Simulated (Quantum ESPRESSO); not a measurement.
# Al (P-1) in Quantum ESPRESSO: reference runs

Reference runs on Al: the cell as given.

All numbers are computed with Quantum ESPRESSO 7.5; they aren't measurements. Logs are shortened: lines on timing, memory, paths and dates and some standing lists are left out, and cuts for length are marked.

### Step 1. Starting point

The typed cell holds 1 atom: a = 2.824 Å, b = 2.645 Å, c = 2.800 Å, α = 110.77°, β = 108.30°, γ = 109.45°.

This isn't the form of Al at room conditions, which is fcc.

### Step 2. Single point, PBE

File pw.in:

```
&CONTROL
  calculation = 'scf'
  prefix = 'pwscf'
  outdir = './tmp'
  pseudo_dir = './pseudo'
  tprnfor = .true.
  tstress = .true.
  disk_io = 'low'
/
&SYSTEM
  ibrav = 0
  nat = 1
  ntyp = 1
  ecutwfc = 55
  ecutrho = 440
  nbnd = 6
  occupations = 'smearing'
  smearing = 'fd'
  degauss = 0.00367493
/
&ELECTRONS
  conv_thr = 2d-10
  electron_maxstep = 120
  mixing_beta = 0.5
/
ATOMIC_SPECIES
Al    26.9815 Al.pbe-n-kjpaw_psl.1.0.0.UPF
CELL_PARAMETERS angstrom
  -1.5759003900    1.6569236100    1.6579838500
   1.4794763400   -1.5976414500    1.5022776300
   1.6144548200    1.6361958800   -1.5987016800
ATOMIC_POSITIONS crystal
Al     0.0000000000    0.0000000000    0.0000000000
K_POINTS automatic
11 12 12 0 0 0
```

File pp_density.in:

```
&INPUTPP
  prefix = 'pwscf'
  outdir = './tmp'
  filplot = 'density.dat'
  plot_num = 0
/
&PLOT
  nfile = 1
  filepp(1) = 'density.dat'
  iflag = 3
  output_format = 6
  fileout = 'density.cube'
/
```

File pp_potential.in:

```
&INPUTPP
  prefix = 'pwscf'
  outdir = './tmp'
  filplot = 'potential.dat'
  plot_num = 11
/
&PLOT
  nfile = 1
  filepp(1) = 'potential.dat'
  iflag = 3
  output_format = 6
  fileout = 'potential.cube'
/
```

Potentials or basis: SSSP 1.3 efficiency PBE.

On the command line:

```bash
$ OMP_NUM_THREADS=1 pw.x -in pw.in > pw.out
$ OMP_NUM_THREADS=1 pp.x -in pp_density.in > pp_density.out
$ OMP_NUM_THREADS=1 pp.x -in pp_potential.in > pp_potential.out
```

pw.out:

```text
This program is part of the open-source Quantum ESPRESSO suite
     for quantum simulation of materials; please cite
         "P. Giannozzi et al., J. Phys.:Condens. Matter 21 395502 (2009);
         "P. Giannozzi et al., J. Phys.:Condens. Matter 29 465901 (2017);
         "P. Giannozzi et al., J. Chem. Phys. 152 154105 (2020);
     in publications or presentations arising from this work. More details at

     file Al.pbe-n-kjpaw_psl.1.0.0.UPF: wavefunction(s)  3S 3P renormalized
     Message from routine setup:
     using ibrav=0 with symmetry is DISCOURAGED, use correct ibrav instead

     G-vector sticks info
     --------------------
     sticks:   dense  smooth     PW     G-vecs:    dense   smooth      PW
     Sum         877     437    161                16927     5987    1333

     Using Slab Decomposition

     bravais-lattice index     =            0
     lattice parameter (alat)  =       5.3375  a.u.
     unit-cell volume          =     108.4872 (a.u.)^3
     number of atoms/cell      =            1
     number of atomic types    =            1
     number of electrons       =         3.00
     number of Kohn-Sham states=            6
     kinetic-energy cutoff     =      55.0000  Ry
     charge density cutoff     =     440.0000  Ry
     scf convergence threshold =      2.0E-10
     mixing beta               =       0.5000
     number of iterations used =            8  plain     mixing
     Exchange-correlation= SLA  PW   PBX  PBC
                           (   1   4   3   4   0   0   0)

     celldm(1)=   5.337521  celldm(2)=   0.000000  celldm(3)=   0.000000
     celldm(4)=   0.000000  celldm(5)=   0.000000  celldm(6)=   0.000000

     crystal axes: (cart. coord. in units of alat)
               a(1) = (  -0.557941   0.586627   0.587002 )
               a(2) = (   0.523802  -0.565638   0.531875 )
               a(3) = (   0.571591   0.579288  -0.566013 )

     reciprocal axes: (cart. coord. in units 2 pi/alat)
               b(1) = (  0.016890  0.841684  0.878480 )
               b(2) = (  0.942025 -0.027645  0.923014 )
               b(3) = (  0.902724  0.846917  0.011656 )

     PseudoPot. # 1 for Al read from file:
     Al.pbe-n-kjpaw_psl.1.0.0.UPF
     Pseudo is Projector augmented-wave + core cor, Zval =  3.0
     Generated using "atomic" code by A. Dal Corso  v.5.1
     Shape of augmentation charge: PSQ
     Using radial grid of 1135 points,  6 beta functions with:
                l(1) =   0
                l(2) =   0
                l(3) =   1
                l(4) =   1
                l(5) =   2
                l(6) =   2
     Q(r) pseudized with 0 coefficients

     atomic species   valence    mass     pseudopotential
     Al                3.00    26.98150     Al( 1.00)

      2 Sym. Ops., with inversion, found

   Cartesian axes

     site n.     atom                  positions (alat units)
         1        Al     tau(   1) = (   0.0000000   0.0000000   0.0000000  )

     number of k points=   794  Fermi-Dirac smearing, width (Ry)=  0.0037

     Number of k-points >= 100: set verbosity='high' to print them.

     Dense  grid:    16927 G-vectors     FFT dimensions: (  36,  36,  36)

     Smooth grid:     5987 G-vectors     FFT dimensions: (  25,  24,  25)

     Initial potential from superposition of free atoms

     starting charge       2.9977, renormalised to       3.0000
     Starting wfcs are    4 randomized atomic wfcs +    2 random wfcs

     Self-consistent Calculation

     iteration #  1     ecut=    55.00 Ry     beta= 0.50
     Davidson diagonalization with overlap
     ethr =  1.00E-02,  avg # of iterations =  6.0

     Threshold (ethr) on eigenvalues was too large:
     Diagonalizing with lowered threshold

     Davidson diagonalization with overlap
     ethr =  1.75E-04,  avg # of iterations =  2.9

     total energy              =     -39.49463972 Ry
     estimated scf accuracy    <       0.00515353 Ry

     iteration #  2     ecut=    55.00 Ry     beta= 0.50
     Davidson diagonalization with overlap
     ethr =  1.72E-04,  avg # of iterations =  1.0

     total energy              =     -39.49431939 Ry
     estimated scf accuracy    <       0.00115382 Ry

     iteration #  3     ecut=    55.00 Ry     beta= 0.50
     Davidson diagonalization with overlap
     ethr =  3.85E-05,  avg # of iterations =  1.7

     total energy              =     -39.49434076 Ry
     estimated scf accuracy    <       0.00000090 Ry

     iteration #  4     ecut=    55.00 Ry     beta= 0.50
     Davidson diagonalization with overlap
     c_bands:  1 eigenvalues not converged
     c_bands:  1 eigenvalues not converged
     ethr =  3.00E-08,  avg # of iterations =  4.6

     total energy              =     -39.49434146 Ry
     estimated scf accuracy    <       0.00000003 Ry

     iteration #  5     ecut=    55.00 Ry     beta= 0.50
     Davidson diagonalization with overlap
     ethr =  9.28E-10,  avg # of iterations =  1.4

     total energy              =     -39.49434146 Ry
     estimated scf accuracy    <          7.4E-10 Ry

     iteration #  6     ecut=    55.00 Ry     beta= 0.50
     Davidson diagonalization with overlap
     ethr =  2.48E-11,  avg # of iterations =  1.8

     End of self-consistent calculation

     Number of k-points >= 100: set verbosity='high' to print the bands.

     the Fermi energy is     8.1605 ev

!    total energy              =     -39.49434146 Ry
     total all-electron energy =      -485.637123 Ry
     estimated scf accuracy    <          9.0E-12 Ry
     smearing contrib. (-TS)   =      -0.00026200 Ry
     internal energy E=F+TS    =     -39.49407946 Ry

     The total energy is F=E-TS. E is the sum of the following terms:
     one-electron contribution =       3.23751543 Ry
     hartree contribution      =       0.00434703 Ry
     xc contribution           =      -2.60483007 Ry
     ewald contribution        =      -5.44721966 Ry
     one-center paw contrib.   =     -34.68389219 Ry

     convergence has been achieved in   6 iterations

     Forces acting on atoms (cartesian axes, Ry/au):

     atom    1 type  1   force =     0.00000000    0.00000000    0.00000000

     Total force =     0.000000     Total SCF correction =     0.000000

     Computing stress (Cartesian axis) and pressure

          total   stress  (Ry/bohr**3)                   (kbar)     P=       45.50
   0.00027728  -0.00011218   0.00019772           40.79      -16.50       29.09
  -0.00011218   0.00037405  -0.00012295          -16.50       55.03      -18.09
   0.00019772  -0.00012295   0.00027653           29.09      -18.09       40.68

=------------------------------------------------------------------------------=
   JOB DONE.
=------------------------------------------------------------------------------=
```

It took 31 s on 1 thread of Intel Xeon Platinum 8488C (Sapphire Rapids), shared host; peak memory 0.15 GiB.

What came out:

| Quantity | Value |
| --- | --- |
| Free energy | -537.3479 eV |
| Pressure | 4.5 GPa |
| Band gap on the k mesh | none (metal or under the smearing width) |
